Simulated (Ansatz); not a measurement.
Rh (Fm-3m) under several functionals

**Measured values to compare with.**

From “Strong-coupling superconductivity of SrIr2 and SrRh2: Phonon engineering of metallic Ir and Rh”, 2021, arxiv:2108.03692, for a bulk crystal of Rh: lattice constant a 3.803 Å.

Plane-wave DFT in Ansatz with scalar-relativistic PAW potentials. The same structure was relaxed (cell and atoms, symmetry kept) in separate runs at each level. No spin polarisation.

| level | cutoff (eV) | k mesh | V (Å³/atom) | a (Å) |
| --- | --- | --- | --- | --- |
| PBEsol | 420 | 18×18×18 | 13.503 | 3.780 |
| PBE+D3(BJ) | 420 | 18×18×18 | 13.648 | 3.794 |
| r2SCAN | 500 | 18×18×18 | 13.717 | 3.800 |

Q: Where does PBE (420 eV, k mesh 18×18×18) fall?

A: V (Å³/atom) 14.045, a (Å) 3.830. Its volume is the largest of the set. The usual order of volumes, PBEsol < PBE, holds here (13.503, 14.045 Å³/atom). As a rule PBEsol, built on the gradient expansion of slowly varying densities, lies between LDA and PBE; PBE's stronger gradient term for exchange weakens bonds. Adding D3 to PBE changes the volume by -2.8 %; the term is attractive, so it pulls cells in. In metals the pairwise form ignores screening by the conduction electrons and often pulls in too far. r2SCAN lies 2.3 % under PBE in volume.

For PBE: Measured lattice constant a of Rh: 3.803 Å (quoted in “Strong-coupling superconductivity of SrIr2 and SrRh2: Phonon engineering of metallic Ir and Rh”, 2021, arxiv:2108.03692). This calculation gives 3.830 Å (+0.7 %). The calculations are for 0 K without zero-point motion.